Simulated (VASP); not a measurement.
Set up this calculation in VASP 6.6.1, as the native input.

```yaml
Task: single point
Functional: PBE
Potentials_or_basis: VASP PAW PBE potentials, release 64 (Be, Te)
Cutoff: 520 eV
k_mesh: 8 × 8 × 8
Occupations: gaussian, width 0.02 eV
Spin: no spin polarisation
Dipole_correction: no
Further_INCAR_settings: ALGO = Normal; EDIFF = 1e-06; NBANDS = 11
```

The structure of BeTe lies in POSCAR:

```
BeTe
1.0
    0.0000000000      2.6957086000      2.6957086000
    2.6957086000      0.0000000000      2.6957086000
    2.6957086000      2.6957086000      0.0000000000
Be Te
1 1
Direct
    0.0000000000      0.0000000000      0.0000000000
    0.7500000000      0.7500000000      0.7500000000
```

The cell isn't the ideal one: strained and moved within the space group.

These files were run (other wordings do the same):

INCAR

```
PREC = Accurate
ENCUT = 520
EDIFF = 1E-6
ISMEAR = 0
SIGMA = 0.02
LREAL = F
LASPH = T
NELM = 100
ALGO = Normal
ISIF = 2
LWAVE = F
LCHARG = F
GGA = PE
NBANDS = 11
```

KPOINTS

```
regular mesh
0
Gamma
  8 8 8
```

Potentials or basis: VASP PAW PBE potentials, release 64 (Be, Te).

The run is started by

```console
$ cat potpaw_PBE.64/Be/POTCAR potpaw_PBE.64/Te/POTCAR > POTCAR
$ mpirun -np 1 vasp_std > vasp.out
```

It gave:

```json
{"Pressure": "11.5 GPa", "Band gap on the k mesh": "1.62 eV, indirect (least direct gap 3.47 eV)"}
```

Caveat: spin-orbit coupling is left out, which moves the levels of the heavy elements.

Wall time 17 s on 1 thread of Intel(R) Xeon(R) Platinum 8375C CPU @ 2.90GHz (Ice Lake) (shared host), peak memory 0.16 GiB.
